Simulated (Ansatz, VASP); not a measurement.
# One calculation of Sn, two programs

The input POSCAR:

```
Sn
1.0
    0.0000000000      3.1932424573      3.3529045801
    3.1932424573      0.0000000000      3.3529045801
    3.1932424573      3.1932424573      0.0000000000
Sn
2
Direct
    0.5000000000      0.5000000000      0.5000000000
    0.7500000000      0.7500000000      0.7500000000
```

Contents of INCAR.step1:

```
ALGO = Normal ; EDIFF = 1E-4
ENCUT = 520 ; GGA = PE
ISMEAR = 0 ; LASPH = T
LCHARG = F ; LREAL = F
LWAVE = T ; NBANDS = 21
NELM = 60 ; PREC = Accurate
SIGMA = 0.15
```

INCAR.step2

```
ALGO = Normal ; EDIFF = 1E-6
ENCUT = 520 ; ISIF = 2
ISMEAR = 0 ; ISTART = 1
LASPH = T ; LCHARG = F
LMIXTAU = T ; LREAL = F
LWAVE = F ; METAGGA = R2SCAN
NBANDS = 21 ; NELM = 60
PREC = Accurate ; SIGMA = 0.15
```

KPOINTS

```
k-points
0
Gamma
  10 10 10
```

Input for Ansatz:

```yaml
crystal:
  lattice:
    - [0.0, 3.1932424573, 3.3529045801]
    - [3.1932424573, 0.0, 3.3529045801]
    - [3.1932424573, 3.1932424573, 0.0]
  atoms:
    - { symbol: Sn, position: [0.5, 0.5, 0.5] }
    - { symbol: Sn, position: [0.75, 0.75, 0.75] }
basis:
  ecutwfc: 500
kpoints:
  mp_grid: { grid: [10, 10, 10] }
hamiltonian:
  xc: r2scan
scf:
  occupations: { method: gaussian, width: 0.15 }
output:
  forces: true
  stress: true
  eigenvalues: true
```

Alike in both runs: task single point; functional r2SCAN; k mesh 10 × 10 × 10; occupations gaussian, width 0.15 eV; no spin polarisation.

```csv
,VASP,Ansatz
version,VASP 6.6.1,Ansatz 0.2.0
potentials or method,"VASP PAW PBE potentials, release 64 (Sn_d)","scalar-relativistic, plane waves, PAW"
plane-wave cutoff (eV),520,500
valence electrons in the cell,28,28
```

```tsv
	VASP	Ansatz	Ansatz less VASP
gap on the k mesh at the Fermi level (eV)	none	none	-
pressure (GPa)	1.6	1.6	+0.04
largest component of the traceless stress (GPa)	1.26	1.26	+0.002
```

A gap of «none» marks a metal or a gap that the smearing closes.

Caveats: the PAW data sets were made with another functional, which shifts forces and pressure a little (VASP).
